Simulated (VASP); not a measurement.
# GaN (Fm-3m) in VASP: settings compared, part 2 of 2

VASP 6.6.1. The steps go on from the part before.

### 3 G0W0 quasiparticle levels, PBE

POSCAR reads:

```
GaN
1.0
    0.0000000000      2.1352350000      2.1352350000
    2.1352350000      0.0000000000      2.1352350000
    2.1352350000      2.1352350000      0.0000000000
Ga N
1 1
Direct
    0.0000000000      0.0000000000      0.0000000000
    0.5000000000      0.5000000000      0.5000000000
```

INCAR.step1 reads:

```
SYSTEM = GaN
  ALGO = Normal
  EDIFF = 1E-8
  ENCUT = 450
  GGA = PE
  ISMEAR = 0
  LASPH = .True.
  LCHARG = .False.
  LREAL = .False.
  LWAVE = .True.
  NELM = 60
  PREC = Accurate
  SIGMA = 0.01
```

INCAR.step2 reads:

```
SYSTEM = GaN
  ALGO = Exact
  EDIFF = 1E-8
  ENCUT = 450
  GGA = PE
  ISMEAR = 0
  ISTART = 1
  LASPH = .True.
  LCHARG = .False.
  LOPTICS = .True.
  LREAL = .False.
  LWAVE = .True.
  NBANDS = 173
  NELM = 1
  PREC = Accurate
  SIGMA = 0.01
```

INCAR.step3 reads:

```
SYSTEM = GaN
  ALGO = EVGW0
  EDIFF = 1E-8
  ENCUT = 450
  ENCUTGW = 240
  GGA = PE
  ISMEAR = 0
  ISTART = 1
  LASPH = .True.
  LCHARG = .False.
  LREAL = .False.
  LWAVE = .False.
  NBANDS = 173
  NBANDSGW = 17
  NELMGW = 1
  NOMEGA = 50
  PREC = Accurate
  PRECFOCK = Fast
  SIGMA = 0.01
```

KPOINTS reads:

```
k-points
0
Gamma
  6 6 6
  0 0 0
```

Potentials or basis: VASP PAW PBE potentials, release 64 (Ga_d_GW, N_GW).

The run is started by

```bash
$ cat potpaw_PBE.64/Ga_d_GW/POTCAR potpaw_PBE.64/N_GW/POTCAR > POTCAR
$ cp INCAR.step1 INCAR
$ mpirun -np 1 vasp_std > vasp.out
$ cp INCAR.step2 INCAR
$ mpirun -np 1 vasp_std > vasp.out
$ cp INCAR.step3 INCAR
$ mpirun -np 1 vasp_std > vasp.out
```

OUTCAR:

```text
SYSTEM = GaN
   EDIFF = 1E-8
   ENCUT = 450
   ENCUTGW = 240
   GGA = PE
   ISMEAR = 0
   ISTART = 1
   LASPH = .True.
   LREAL = .False.
   NELMGW = 1
   PREC = Accurate
   PRECFOCK = Fast

 ion  position               nearest neighbor table
   1  0.000  0.000  0.000-   2 2.14   2 2.14   2 2.14   2 2.14   2 2.14   2 2.14
   2  0.500  0.500  0.500-   1 2.14   1 2.14   1 2.14   1 2.14   1 2.14   1 2.14

  LATTYP: Found a face centered cubic cell.
 ALAT       =     4.2704700000

  Lattice vectors:

 A1 = (   0.0000000000,   2.1352350000,   2.1352350000)
 A2 = (   2.1352350000,   0.0000000000,   2.1352350000)
 A3 = (   2.1352350000,   2.1352350000,   0.0000000000)

Analysis of symmetry for initial positions (statically):
=====================================================================
 Subroutine PRICEL returns:
 Original cell was already a primitive cell.

 Routine SETGRP: Setting up the symmetry group for a
 face centered cubic supercell.

 Subroutine GETGRP returns: Found 48 space group operations
 (whereof 48 operations were pure point group operations)
 out of a pool of 48 trial point group operations.

The static configuration has the point symmetry O_h .

Analysis of symmetry for dynamics (positions and initial velocities):
=====================================================================
 Subroutine PRICEL returns:
 Original cell was already a primitive cell.

 Routine SETGRP: Setting up the symmetry group for a
 face centered cubic supercell.

 Subroutine GETGRP returns: Found 48 space group operations
 (whereof 48 operations were pure point group operations)
 out of a pool of 48 trial point group operations.

The dynamic configuration has the point symmetry O_h .

 Subroutine INISYM returns: Found 48 space group operations
 (whereof 48 operations are pure point group operations),
 and found     1 'primitive' translations

----------------------------------------------------------------------------------------

                                     Primitive cell

  volume of cell :      19.4700

  direct lattice vectors                    reciprocal lattice vectors
     0.000000000  2.135235000  2.135235000    -0.234166263  0.234166263  0.234166263
     2.135235000  0.000000000  2.135235000     0.234166263 -0.234166263  0.234166263
     2.135235000  2.135235000  0.000000000     0.234166263  0.234166263 -0.234166263

  length of vectors
     3.019678296  3.019678296  3.019678296     0.405587864  0.405587864  0.405587864

  position of ions in fractional coordinates (direct lattice)
     0.000000000  0.000000000  0.000000000
     0.500000000  0.500000000  0.500000000

  ion indices of the primitive-cell ions
   primitive index   ion index
                 1           1
                 2           2

----------------------------------------------------------------------------------------

 KPOINTS: k-points

Automatic generation of k-mesh.
 Grid dimensions read from file:
 generate k-points for:    6    6    6

 Generating k-lattice:

  Cartesian coordinates                     Fractional coordinates (reciprocal lattice)
    -0.039027710  0.039027710  0.039027710     0.166666667  0.000000000  0.000000000
     0.039027710 -0.039027710  0.039027710     0.000000000  0.166666667  0.000000000
     0.039027710  0.039027710 -0.039027710     0.000000000  0.000000000  0.166666667

  Length of vectors
     0.067597977  0.067597977  0.067597977

  Shift w.r.t. Gamma in fractional coordinates (k-lattice)
     0.000000000  0.000000000  0.000000000

 Subroutine IBZKPT returns following result:
 ===========================================

 Found     16 irreducible k-points:

 Following reciprocal coordinates:
            Coordinates               Weight
  0.000000  0.000000  0.000000      1.000000
  0.166667  0.000000  0.000000      8.000000
  0.333333  0.000000  0.000000      8.000000
  0.500000  0.000000  0.000000      4.000000
  0.166667  0.166667  0.000000      6.000000
  0.333333  0.166667  0.000000     24.000000
[... 8 lines left out ...]
 -0.333333  0.333333  0.166667     24.000000
 -0.333333  0.500000  0.166667     12.000000
   k-points           NKPTS =     16   k-points in BZ     NKDIM =    216   number of bands    NBANDS=    173
   number of dos      NEDOS =    301   number of ions     NIONS =      2
   total plane-waves  NPLWV =  13824
   dimension x,y,z NGX =    24 NGY =   24 NGZ =   24
   dimension x,y,z NGXF=    48 NGYF=   48 NGZF=   48
   ions per type =               1   1
   NGX,Y,Z   is equivalent  to a cutoff of  13.21, 13.21, 13.21 a.u.
   NGXF,Y,Z  is equivalent  to a cutoff of  26.43, 26.43, 26.43 a.u.
 SYSTEM =  GaN
   PREC   = accura    normal or accurate (medium, high low for compatibility)
   ISTART =      1    job   : 0-new  1-cont  2-samecut
   ICHARG =      0    charge: 1-file 2-atom 10-const
   ISPIN  =      1    spin polarized calculation?
   LNONCOLLINEAR =      F non collinear calculations
   LSORBIT =      F    spin-orbit coupling
   LASPH  =      T    aspherical Exc in radial PAW
   ENCUT  =  450.0 eV  33.07 Ry    5.75 a.u.   5.22  5.22  5.22*2*pi/ulx,y,z
   NELM   =     60;   NELMIN=  2; NELMDL=  0     # of ELM steps
   EDIFF  = 0.1E-07   stopping-criterion for ELM
   LREAL  =      F    real-space projection
   EDIFFG = 0.1E-06   stopping-criterion for IOM
   NSW    =      0    number of steps for IOM
   IBRION =     -1    ionic relax: 0-MD 1-quasi-New 2-CG
   NFREE  =      0    steps in history (QN), initial steepest desc. (CG)
   ISIF   =      0    stress and relaxation
   ISYM   =      3    0-nonsym 1-usesym 2-fastsym
   POTIM  = 0.5000    time-step for ionic-motion
   TEBEG  =    0.0;   TEEND  =   0.0 temperature during run
   PSTRESS=    0.0 pullay stress
   NELECT =      18.0000    total number of electrons
   NUPDOWN=      -1.0000    fix difference up-down
   EMIN   =  10.00;   EMAX   =-10.00  energy-range for DOS
   EFERMI =   0.00;   METHOD = LEGACY
   ISMEAR =     0;   SIGMA  =   0.01  broadening in eV -4-tet -1-fermi 0-gaus
   EFERMI_NEDOS =   21; number of points for ismear=-14 and -15
   IALGO  =     38    algorithm
   IMIX   =      4    mixing-type and parameters
     AMIX     =   0.40;   BMIX     =  1.00
     AMIX_MAG =   1.60;   BMIX_MAG =  1.00
  volume/ion in A,a.u.               =       9.74        65.70
  Fermi-wavevector in a.u.,A,eV,Ry     =   1.594814  3.013761 34.605481  2.543431
  Thomas-Fermi vector in A             =   2.692830
   LORBIT       =      0    0 simple, 1 ext, 2 COOP (PROOUT), +10 PAW based schemes
   GGA     = PE    functional components
   LHFCALC =     T    Hartree Fock is set to
   PRECFOCK=fast      Normal, Fast or Accurate (Low or Medium for compatibility)
   ENCUT4O =  -1.0   cutoff for four orbital integrals eV
   NKREDX  =     1    reduce k-point grid by
   NKREDY  =     1    reduce k-point grid by
   NKREDZ  =     1    reduce k-point grid by
   AEXX    =    1.0000 exact exchange contribution
   HFSCREEN=    0.0000 screening length (either q_TF or 0.3 A-1)
   HFSCREENC=   0.0000 screening length for correlation (either q_TF or 0.3 A-1)
   ENCUTFOCK=  -1.0 apply spherical cutoff to Coloumb kernel
   IVDW    =     0    specifies the selected vdW correction
   LEPSILON=     F    determine dielectric tensor
   LRPA    =     F    only Hartree local field effects (RPA)
   LRPAFORCE           =     F    calculate RPA forces
   ENCUTGW             = 240.0    cutoff for response function in eV
   ENCUTGWSOFT         = 192.0    soft cutoff for Coulomb kernel in GW response function in eV
   ENCUTLF             =  -1.0    cutoff for local field effects
   NELMGW              =     1    number of iterations in solving QP/BSE equation
   NELMHF              =     1    number of iterations in the inner HF iteration
   NKREDLFX            =     1    NKREDLFY  =   1   NKREDLFZ  =   1
 non-spin polarized calculation
 Gauss-broadening in eV      SIGMA  =   0.01
  energy-cutoff  :      450.00
  volume of cell :       19.47
 maximum number of plane-waves:       444
 NGX is ok and might be reduce to    24
  NGX = 14; NGY = 14; NGZ = 14
   NGX = 11   NGY = 11   NGZ = 11
 maximum number of plane-waves:       174

 QP shifts <psi_nk| G(iteration)W_0 |psi_nk>: iteration 1
 for sc-GW calculations column KS-energies equals QP-energies in previous step
 and V_xc(KS)=  KS-energies - (<T + V_ion + V_H > + <T+V_H+V_ion>^1  + <V_x>^1)

 k-point   1 :       0.0000    0.0000    0.0000
  band No.  KS-energies  QP-energies   sigma(KS)   V_xc(KS)     V^pw_x(r,r')   Z            occupation Imag(sigma)

      1      -9.6828     -10.6997     -15.9862     -14.4862     -24.2772       0.6779       2.0000       0.9521
      2      -6.7680      -9.3422     -25.2089     -21.6623     -35.0173       0.7258       2.0000      -0.0052
      3      -6.7680      -9.3422     -25.2089     -21.6623     -35.0173       0.7258       2.0000      -0.0052
      4      -6.7680      -9.3422     -25.2089     -21.6623     -35.0173       0.7258       2.0000      -0.0052
      5      -6.6802      -9.2860     -25.4346     -21.8491     -35.4557       0.7268       2.0000       0.0457
      6      -6.6802      -9.2860     -25.4346     -21.8491     -35.4557       0.7268       2.0000       0.0457
[... 9 lines left out ...]
     16      22.6828      23.0981     -12.0713     -12.6211      -4.4915       0.7554       0.0000      -0.7367
     17      23.2768      23.2894      -9.0902      -9.1064      -2.4879       0.7822       0.0000      -0.4002
[... 298 lines left out ...]
      1      -8.1130     -10.0174     -21.9974     -19.2483     -31.4526       0.6927       2.0000       0.3145
      2      -6.8519      -9.4056     -24.9951     -21.4737     -34.7554       0.7252       2.0000       0.0003
      3      -6.6925      -9.2744     -25.3515     -21.7945     -35.3770       0.7258       2.0000       0.0588
      4      -6.6458      -9.2191     -25.2821     -21.7404     -35.1010       0.7266       2.0000       0.0009
      5      -6.5111      -9.1123     -25.5405     -21.9735     -35.4174       0.7292       2.0000      -0.0041
      6      -3.9462      -5.5556     -21.9321     -19.7341     -30.2229       0.7322       2.0000       0.2958
[... 9 lines left out ...]
     16      33.8764      34.6714     -13.2991     -14.2560      -5.8406       0.8308       0.0000      -1.6111
     17      35.8062      36.6094     -13.3044     -14.2840      -5.0253       0.8199       0.0000      -1.8838
```

Wall time 6.5 min (1 thread of Intel Xeon 6975P-C (Granite Rapids), shared host); peak memory 0.6 GiB.

What came out:

| Quantity | Value |
| --- | --- |
| Band gap on the k mesh, mean-field level | 0.37 eV, indirect (least direct gap 2.36 eV) |
| Quasiparticle gap | 1.22 eV |
| Least direct quasiparticle gap | 3.30 eV |

Caveat: the k mesh is coarse (spacing up to 0.42 Å⁻¹), so the values aren't converged; bands, screening cutoff and mesh are small and nothing is extrapolated, so the quasiparticle values aren't converged. A k mesh can miss the band edges.
